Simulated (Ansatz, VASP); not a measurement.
**Two plane-wave programs on ZnSe**

```
Zn Se
1.0
     0.00000    2.79550    2.79550
     2.79550    0.00000    2.79550
     2.79550    2.79550    0.00000
Zn Se
1 1
Direct
  0.00000 0.00000 0.00000
  0.25000 0.25000 0.25000
```

Change from the starting cell: volume scaled by 0.96, ions relaxed.

Alike in both runs: functional PBE; k mesh 13 × 13 × 13; occupations fermi-dirac, width 0.02 eV; no spin polarisation.

Ansatz relaxed the structure, and its values are those at the end. VASP's run is a single point on that final structure, the one shown.

```csv
,VASP,Ansatz
version,VASP 6.6.1,Ansatz 0.2.0
potentials or method,"VASP PAW PBE potentials, release 64 (Zn, Se)","plane-wave PAW, scalar-relativistic"
plane-wave cutoff (eV),520,420
valence electrons in the cell,18,28
```

VASP gave:

| Item | Value |
| --- | --- |
| gap on the k mesh at the Fermi level (eV) | 1.46 |
| pressure (GPa) | 5.3 |

Estimate Ansatz's values.

gap on the k mesh at the Fermi level (eV): 1.45; pressure (GPa): 5.1.

The two sets of potentials don't hold the same shells in valence. Ansatz warned: «stress_scf_threshold_loose».
